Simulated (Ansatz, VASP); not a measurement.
# Two plane-wave programs on BaTe

```xyz
2
Lattice="0.0000 3.4549 3.4549 3.4549 0.0000 3.4549 3.4549 3.4549 0.0000" Properties=species:S:1:pos:R:3 pbc="T T T"
Ba    0.0000    0.0000    0.0000
Te    3.4549    3.4549    3.4549
```

Change from the starting cell: volume scaled by 1.04.

Alike in both runs: task single point; functional PBE; k mesh 7 × 7 × 7; occupations fermi-dirac, width 0.05 eV; no spin polarisation.

```csv
,VASP,Ansatz
version,VASP 6.6.1,Ansatz 0.2.0
potentials or method,"VASP PAW PBE potentials, release 64 (Ba_sv, Te)",Ansatz PAW
plane-wave cutoff (eV),520,420
valence electrons in the cell,16,26
```

Ansatz gave:

| Quantity | Value |
| --- | --- |
| gap on the k mesh at the Fermi level (eV) | 1.57 |
| least direct gap on the mesh (eV) | 1.92 |
| pressure (GPa) | 2.2 |

Problem. Which values does VASP return?

Solution. gap on the k mesh at the Fermi level (eV): 1.48; least direct gap on the mesh (eV): 1.86; pressure (GPa): 2.6.

With one functional, cell and mesh, what is left measures potentials, basis and numerics. The two sets of potentials don't hold the same shells in valence.

Caveats: spin-orbit coupling is left out, which moves the levels of the heavy elements; an odd mesh through Γ misses points on the zone boundary, where band edges often lie (VASP); odd divisions of the mesh miss points on the zone boundary, where band edges often lie, so the gap on the mesh can be too wide (Ansatz).
